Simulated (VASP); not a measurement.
# CaO (Fm-3m) in VASP: notebook

One crystal, CaO, is run at these levels: PBE+D3(BJ); tasks: band structure.

All numbers are computed with VASP 6.6.1; they aren't measurements. Logs are shortened: lines on timing, memory, paths and dates and some standing lists are left out, and cuts for length are marked.

### 1 The structure

Symmetry: Fm-3m, No. 225, cubic system. The conventional cell has a = 4.791 Å, b = 4.791 Å, c = 4.791 Å, α = 90.00°, β = 90.00°, γ = 90.00°. Around Ca (site symmetry m-3m) lie 6 O at 2.40 Å. O (site symmetry m-3m) is surrounded by 6 Ca at 2.40 Å.

The cell was built by a generator and needn't be a form met in nature.

### 2 Band structure, PBE+D3(BJ)

The input, INCAR:

```
SYSTEM = CaO
PREC = Accurate
ENCUT = 520
EDIFF = 1E-6
ISMEAR = 0
SIGMA = 0.02
LREAL = .FALSE.
LASPH = .TRUE.
NELM = 80
ALGO = Fast
ISIF = 2
LWAVE = .FALSE.
LCHARG = .FALSE.
GGA = PE
IVDW = 12
NBANDS = 15
```

The input, KPOINTS:

```
regular mesh
0
G
  10 10 10
  0 0 0
```

The input, POSCAR:

```
CaO                                     
1.0
    0.0000000000      2.3952641579      2.3952641579
    2.3952641579      0.0000000000      2.3952641579
    2.3952641579      2.3952641579     -0.0000000000
  Ca              O             
     1     1
Direct
     0.0000000000000000    0.0000000000000000    0.0000000000000000
     0.5000000000000000    0.5000000000000000    0.5000000000000000
```

The input, KPOINTS_OPT:

```
path GXWKGLUWLK,UX
10
line-mode
reciprocal
 0.0000000000  0.0000000000  0.0000000000  G
 0.5000000000  0.0000000000  0.5000000000  X

 0.5000000000  0.0000000000  0.5000000000  X
 0.5000000000  0.2500000000  0.7500000000  W

 0.5000000000  0.2500000000  0.7500000000  W
 0.3750000000  0.3750000000  0.7500000000  K

 0.3750000000  0.3750000000  0.7500000000  K
 0.0000000000  0.0000000000  0.0000000000  G

 0.0000000000  0.0000000000  0.0000000000  G
 0.5000000000  0.5000000000  0.5000000000  L

 0.5000000000  0.5000000000  0.5000000000  L
 0.6250000000  0.2500000000  0.6250000000  U

 0.6250000000  0.2500000000  0.6250000000  U
 0.5000000000  0.2500000000  0.7500000000  W

 0.5000000000  0.2500000000  0.7500000000  W
 0.5000000000  0.5000000000  0.5000000000  L

 0.5000000000  0.5000000000  0.5000000000  L
 0.3750000000  0.3750000000  0.7500000000  K

 0.6250000000  0.2500000000  0.6250000000  U
 0.5000000000  0.0000000000  0.5000000000  X
```

Potentials or basis: VASP PAW PBE potentials, release 64 (Ca_sv, O).

Run with:

```sh
$ cat potpaw_PBE.64/Ca_sv/POTCAR potpaw_PBE.64/O/POTCAR > POTCAR
$ mpirun -np 1 vasp_std > vasp.out
```

OUTCAR:

```text
SYSTEM = CaO
   PREC = Accurate
   ENCUT = 520
   EDIFF = 1E-6
   ISMEAR = 0
   LREAL = .FALSE.
   LASPH = .TRUE.
   NELM = 80
   ISIF = 2
   GGA = PE
   IVDW = 12
 IVDW          = 12

 ion  position               nearest neighbor table
   1  0.000  0.000  0.000-   2 2.40   2 2.40   2 2.40   2 2.40   2 2.40   2 2.40
   2  0.500  0.500  0.500-   1 2.40   1 2.40   1 2.40   1 2.40   1 2.40   1 2.40

  LATTYP: Found a face centered cubic cell.
 ALAT       =     4.7905283158

  Lattice vectors:

 A1 = (   0.0000000000,   2.3952641579,   2.3952641579)
 A2 = (   2.3952641579,   0.0000000000,   2.3952641579)
 A3 = (   2.3952641579,   2.3952641579,   0.0000000000)

Analysis of symmetry for initial positions (statically):
=====================================================================
 Subroutine PRICEL returns:
 Original cell was already a primitive cell.

 Routine SETGRP: Setting up the symmetry group for a
 face centered cubic supercell.

 Subroutine GETGRP returns: Found 48 space group operations
 (whereof 48 operations were pure point group operations)
 out of a pool of 48 trial point group operations.

The static configuration has the point symmetry O_h .

Analysis of symmetry for dynamics (positions and initial velocities):
=====================================================================
 Subroutine PRICEL returns:
 Original cell was already a primitive cell.

 Routine SETGRP: Setting up the symmetry group for a
 face centered cubic supercell.

 Subroutine GETGRP returns: Found 48 space group operations
 (whereof 48 operations were pure point group operations)
 out of a pool of 48 trial point group operations.

The dynamic configuration has the point symmetry O_h .

 Subroutine INISYM returns: Found 48 space group operations
 (whereof 48 operations are pure point group operations),
 and found     1 'primitive' translations

----------------------------------------------------------------------------------------

                                     Primitive cell

  volume of cell :      27.4847

  direct lattice vectors                    reciprocal lattice vectors
     0.000000000  2.395264158  2.395264158    -0.208745244  0.208745244  0.208745244
     2.395264158  0.000000000  2.395264158     0.208745244 -0.208745244  0.208745244
     2.395264158  2.395264158  0.000000000     0.208745244  0.208745244 -0.208745244

  length of vectors
     3.387415058  3.387415058  3.387415058     0.361557368  0.361557368  0.361557368

  position of ions in fractional coordinates (direct lattice)
     0.000000000  0.000000000  0.000000000
     0.500000000  0.500000000  0.500000000

  ion indices of the primitive-cell ions
   primitive index   ion index
                 1           1
                 2           2

----------------------------------------------------------------------------------------

 KPOINTS: regular mesh

Automatic generation of k-mesh.
 Grid dimensions read from file:
 generate k-points for:   10   10   10

 Generating k-lattice:

  Cartesian coordinates                     Fractional coordinates (reciprocal lattice)
    -0.020874524  0.020874524  0.020874524     0.100000000  0.000000000  0.000000000
     0.020874524 -0.020874524  0.020874524     0.000000000  0.100000000  0.000000000
     0.020874524  0.020874524 -0.020874524     0.000000000  0.000000000  0.100000000

  Length of vectors
     0.036155737  0.036155737  0.036155737

  Shift w.r.t. Gamma in fractional coordinates (k-lattice)
     0.000000000  0.000000000  0.000000000

 Subroutine IBZKPT returns following result:
 ===========================================

 Found     47 irreducible k-points:

 Following reciprocal coordinates:
            Coordinates               Weight
  0.000000  0.000000  0.000000      1.000000
  0.100000  0.000000  0.000000      8.000000
  0.200000  0.000000  0.000000      8.000000
  0.300000  0.000000  0.000000      8.000000
  0.400000  0.000000  0.000000      8.000000
  0.500000  0.000000  0.000000      4.000000
[... 16 lines left out ...]
  0.300000  0.300000  0.000000      6.000000
  0.400000  0.300000  0.000000     24.000000
 [... further k-points ...]
   k-points           NKPTS =     47   k-points in BZ     NKDIM =     47   number of bands    NBANDS=     15
   number of dos      NEDOS =    301   number of ions     NIONS =      2
   total plane-waves  NPLWV =  21952
   dimension x,y,z NGX =    28 NGY =   28 NGZ =   28
   dimension x,y,z NGXF=    56 NGYF=   56 NGZF=   56
   ions per type =               1   1
   NGX,Y,Z   is equivalent  to a cutoff of  13.74, 13.74, 13.74 a.u.
   NGXF,Y,Z  is equivalent  to a cutoff of  27.48, 27.48, 27.48 a.u.
 SYSTEM =  CaO
   PREC   = accura    normal or accurate (medium, high low for compatibility)
   ISTART =      0    job   : 0-new  1-cont  2-samecut
   ICHARG =      2    charge: 1-file 2-atom 10-const
   ISPIN  =      1    spin polarized calculation?
   LNONCOLLINEAR =      F non collinear calculations
   LSORBIT =      F    spin-orbit coupling
   LASPH  =      T    aspherical Exc in radial PAW
   ENCUT  =  520.0 eV  38.22 Ry    6.18 a.u.   6.30  6.30  6.30*2*pi/ulx,y,z
   NELM   =     80;   NELMIN=  2; NELMDL= -5     # of ELM steps
   EDIFF  = 0.1E-05   stopping-criterion for ELM
   LREAL  =      F    real-space projection
   EDIFFG = 0.1E-04   stopping-criterion for IOM
   NSW    =      0    number of steps for IOM
   IBRION =     -1    ionic relax: 0-MD 1-quasi-New 2-CG
   NFREE  =      0    steps in history (QN), initial steepest desc. (CG)
   ISIF   =      2    stress and relaxation
   ISYM   =      2    0-nonsym 1-usesym 2-fastsym
   POTIM  = 0.5000    time-step for ionic-motion
   TEBEG  =    0.0;   TEEND  =   0.0 temperature during run
   PSTRESS=    0.0 pullay stress
   NELECT =      16.0000    total number of electrons
   NUPDOWN=      -1.0000    fix difference up-down
   EMIN   =  10.00;   EMAX   =-10.00  energy-range for DOS
   EFERMI =   0.00;   METHOD = LEGACY
   ISMEAR =     0;   SIGMA  =   0.02  broadening in eV -4-tet -1-fermi 0-gaus
   EFERMI_NEDOS =   21; number of points for ismear=-14 and -15
   IALGO  =     68    algorithm
   IMIX   =      4    mixing-type and parameters
     AMIX     =   0.40;   BMIX     =  1.00
     AMIX_MAG =   1.60;   BMIX_MAG =  1.00
  volume/ion in A,a.u.               =      13.74        92.74
  Fermi-wavevector in a.u.,A,eV,Ry     =   1.366946  2.583154 25.423055  1.868542
  Thomas-Fermi vector in A             =   2.493042
   LORBIT       =      0    0 simple, 1 ext, 2 COOP (PROOUT), +10 PAW based schemes
   GGA     = PE    functional components
   LHFCALC =     F    Hartree Fock is set to
   AEXX    =    0.0000 exact exchange contribution
   IVDW    =    12    specifies the selected vdW correction
   LEPSILON=     F    determine dielectric tensor
   LRPA    =     F    only Hartree local field effects (RPA)
 non-spin polarized calculation
 RMM-DIIS sequential band-by-band and
 Gauss-broadening in eV      SIGMA  =   0.02
  energy-cutoff  :      520.00
  volume of cell :       27.48
 maximum number of plane-waves:       754
 NGX is ok and might be reduce to    28
   NGX = 13   NGY = 13   NGZ = 13

 number of electron      15.9999997 magnetization

 Free energy of the ion-electron system (eV)
  ---------------------------------------------------
  ext. energy  EPLUGINS =         0.00000000
  ---------------------------------------------------
  free energy    TOTEN  =       -12.79602479 eV

  energy without entropy =      -12.79602479  energy(sigma->0) =      -12.79602479

 E-fermi :   2.5970     XC(G=0): -10.5241

 val. band max:        2.4074181667   @ k =   0.0000   0.0000   0.0000
 cond. band min:       6.0386393267   @ k =   0.5000   0.5000   0.0000
 fundamental gap:      3.6312211601
 Fermi energy:         2.5970028567

 k-point     1 :       0.0000    0.0000    0.0000
  band No.  band energies     occupation
      1     -35.1905      2.00000
      2     -15.9469      2.00000
      3     -15.9469      2.00000
      4     -15.9469      2.00000
      5     -13.1443      2.00000
      6       2.4074      2.00000
      7       2.4074      2.00000
      8       2.4074      2.00000
      9       7.2004      0.00000
     10       8.6561      0.00000
     11       8.6561      0.00000
     12       8.6561      0.00000
     13      10.1771      0.00000
     14      10.1771      0.00000
     15      17.5403      0.00000

 k-point     2 :       0.1000    0.0000    0.0000
  band No.  band energies     occupation
      1     -35.1803      2.00000
      2     -16.0955      2.00000
      3     -15.9523      2.00000
      4     -15.9523      2.00000
      5     -12.9892      2.00000
      6       2.0447      2.00000
      7       2.2656      2.00000
      8       2.2656      2.00000
      9       7.6592      0.00000
     10       8.6234      0.00000
     11       8.8293      0.00000
     12       8.8293      0.00000
     13      10.4215      0.00000
     14      10.4215      0.00000
     15      17.9449      0.00000

 k-point     3 :       0.2000    0.0000    0.0000
  band No.  band energies     occupation
      1     -35.1536      2.00000
      2     -16.4296      2.00000
      3     -15.9662      2.00000
      4     -15.9662      2.00000
      5     -12.6370      2.00000
      6       1.2680      2.00000
      7       1.9259      2.00000
      8       1.9259      2.00000
      9       8.5559      0.00000
     10       8.8031      0.00000
     11       9.3076      0.00000
     12       9.3076      0.00000
     13      11.0544      0.00000
     14      11.0544      0.00000
     15      18.5400      0.00000
[... 343 lines left out ...]
 k-point    23 :       0.3000    0.3000    0.0000
  band No.  band energies     occupation
      1     -35.0986      2.00000
      2     -16.5544      2.00000
      3     -16.1012      2.00000
      4     -16.1012      2.00000
      5     -12.6048      2.00000
      6       0.6557      2.00000
      7       2.0655      2.00000
      8       2.0655      2.00000
      9       6.7491      0.00000
     10       9.5527      0.00000
     11      10.9126      0.00000
     12      11.0327      0.00000
     13      11.0327      0.00000
     14      12.9078      0.00000
     15      19.7765      0.00000

 k-point    24 :       0.4000    0.3000    0.0000
  band No.  band energies     occupation
      1     -35.0777      2.00000
      2     -16.6173      2.00000
      3     -16.1530      2.00000
      4     -16.1248      2.00000
      5     -12.6098      2.00000
      6       0.7224      2.00000
      7       1.8513      2.00000
      8       1.9521      2.00000
      9       6.7157      0.00000
     10      10.1288      0.00000
     11      11.2392      0.00000
     12      11.3291      0.00000
     13      11.4656      0.00000
     14      13.3062      0.00000
     15      18.1230      0.00000

 [... further k-points ...]

------------------------ aborting loop because EDIFF is reached ----------------------------------------

 Edisp (eV)   -0.54996

 E8    (eV) :    -0.2468

  FORCE on cell =-STRESS in cart. coord.  units (eV):
  Direction    XX          YY          ZZ          XY          YZ          ZX
  --------------------------------------------------------------------------------------
  -------------------------------------------------------------------------------------
  Total       0.00676     0.00676     0.00676     0.00000     0.00000    -0.00000
  in kB       0.39406     0.39406     0.39406     0.00000     0.00000    -0.00000
  external pressure =        0.39 kB  Pullay stress =        0.00 kB

 VOLUME and BASIS-vectors are now :
 -----------------------------------------------------------------------------
  energy-cutoff  :      520.00
  volume of cell :       27.48
      direct lattice vectors                 reciprocal lattice vectors
     0.000000000  2.395264158  2.395264158    -0.208745244  0.208745244  0.208745244
     2.395264158  0.000000000  2.395264158     0.208745244 -0.208745244  0.208745244
     2.395264158  2.395264158  0.000000000     0.208745244  0.208745244 -0.208745244

 POSITION                                       TOTAL-FORCE (eV/Angst)
 -----------------------------------------------------------------------------------
      0.00000      0.00000      0.00000        -0.000000      0.000000     -0.000000
      2.39526      2.39526      2.39526         0.000000     -0.000000      0.000000
 -----------------------------------------------------------------------------------
    total drift:                                0.000000      0.000000      0.000000

  FREE ENERGIE OF THE ION-ELECTRON SYSTEM (eV)
  ---------------------------------------------------
  free  energy   TOTEN  =       -13.3459829063 eV

  energy  without entropy=      -13.3459829063  energy(sigma->0) =      -13.34598291
```

It took 36 s on 1 thread of Intel Xeon Platinum 8488C (Sapphire Rapids), shared host; peak memory 0.18 GiB.

What came out:

| Item | Value |
| --- | --- |
| Free energy | -13.3460 eV |
| Pressure | 0.0 GPa |
| Band gap on the k mesh | 3.63 eV, indirect (least direct gap 4.00 eV) |
| Band gap along the path | 3.63 eV, indirect (least direct gap 4.01 eV) |
| Dispersion energy per atom | -0.275 eV |

Levels at the corners of the path, in eV from the valence-band top:
```csv
point,band 5,band 6,band 7,band 8,band 9,band 10,band 11,band 12
Γ,-15.55,0.00,0.00,0.00,4.80,6.25,6.25,6.25
X,-15.31,-1.30,-0.37,-0.37,3.63,8.12,8.95,9.60
X,-15.31,-1.30,-0.37,-0.37,3.63,8.12,8.95,9.60
W,-14.90,-1.30,-1.06,-1.06,6.35,6.35,8.46,9.61
W,-14.90,-1.30,-1.06,-1.06,6.35,6.35,8.46,9.61
K,-14.93,-1.35,-1.21,-0.79,5.15,8.05,8.64,9.11
K,-14.93,-1.35,-1.21,-0.79,5.15,8.05,8.64,9.11
Γ,-15.55,0.00,0.00,0.00,4.80,6.25,6.25,6.25
Γ,-15.55,0.00,0.00,0.00,4.80,6.25,6.25,6.25
L,-14.31,-2.66,-1.22,-1.22,7.10,8.41,8.41,8.58
L,-14.31,-2.66,-1.22,-1.22,7.10,8.41,8.41,8.58
U,-14.93,-1.35,-1.21,-0.79,5.15,8.05,8.64,9.11
U,-14.93,-1.35,-1.21,-0.79,5.15,8.05,8.64,9.11
W,-14.90,-1.30,-1.06,-1.06,6.35,6.35,8.46,9.61
W,-14.90,-1.30,-1.06,-1.06,6.35,6.35,8.46,9.61
L,-14.31,-2.66,-1.22,-1.22,7.10,8.41,8.41,8.58
L,-14.31,-2.66,-1.22,-1.22,7.10,8.41,8.41,8.58
K,-14.93,-1.35,-1.21,-0.79,5.15,8.05,8.64,9.11
U,-14.93,-1.35,-1.21,-0.79,5.15,8.05,8.64,9.11
X,-15.31,-1.30,-0.37,-0.37,3.63,8.12,8.95,9.60
```

PBE gaps usually lie below the measured ones, often by a third to a half.

(Continued in part 2 of 2.)
